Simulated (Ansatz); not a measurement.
Computed with DFT PBE, scalar-relativistic, plane waves, PAW (Ansatz 0.2.0). Settings: cutoff 420 eV, Γ-centred meshes spaced at most about 0.3 Å⁻¹, and about 0.25 Å⁻¹ or finer for metals (2π included), Gaussian smearing. No spin polarisation in the final relaxations.

All energies are static (0 K, no zero-point motion).

Two forms of Al were relaxed alike.

A.

Space group P6_3/mmc (No. 194). a = 2.851 Å, b = 2.851 Å, c = 4.729 Å, α = 90.00°, β = 90.00°, γ = 120.00°
```csv
atom,site,symmetry,x,y,z
Al,2c,-6m2,0.3333,0.6667,0.2500
```

B.

Space group Pm-3m (No. 221). a = 2.722 Å, b = 2.722 Å, c = 2.722 Å, α = 90.00°, β = 90.00°, γ = 90.00°
| atom | site | symmetry | x | y | z |
| --- | --- | --- | --- | --- | --- |
| Al | 1a | m-3m | 0.0000 | 0.0000 | 0.0000 |

Question: Which form is favoured at zero pressure, and by what margin per atom?

Answer: A is lower, by 0.34 eV/atom. A has the hcp type, space group P6_3/mmc (No. 194), 16.6 Å³/atom and no gap on its mesh; B has the simple cubic type, space group Pm-3m (No. 221), 20.2 Å³/atom and no gap. Counting all near atoms (those within 1.25 times the shortest distance at each site), A has Al 12 and B has Al 6. The denser one is the lower, and pressure would at first widen the difference. Both come from invented guesses. The part of the Crystallography Open Database at hand lists Al in space groups No. 225, 229; no cell shown has one of them.

Cells relaxed within their symmetry can be saddle points. The P6_3/mmc cell of Al came from shaking the Pm-3m one.

The preference for the hexagonal form is what is expected of a nearly free-electron sp metal. Aluminium has too few valence electrons to saturate directed bonds, so its cohesion comes mainly from delocalised electrons and favours many neighbours in a dense packing. The simple cubic form partly compensates with shorter contacts, 2.722 Å against 2.851 Å in the hexagonal plane, but strengthening six bonds does not make up for the neighbours lost. The margin of 0.34 eV/atom is large for a difference between metallic packings, and vibrational zero-point terms are unlikely to reverse it.

The result supports close packing over the open cubic network, but it does not identify the ground state of aluminium, which is face-centred cubic. That structure shares its twelvefold coordination with the hexagonal one and differs only in the stacking of the layers, so the energy separating those two should be far smaller than the one found here.
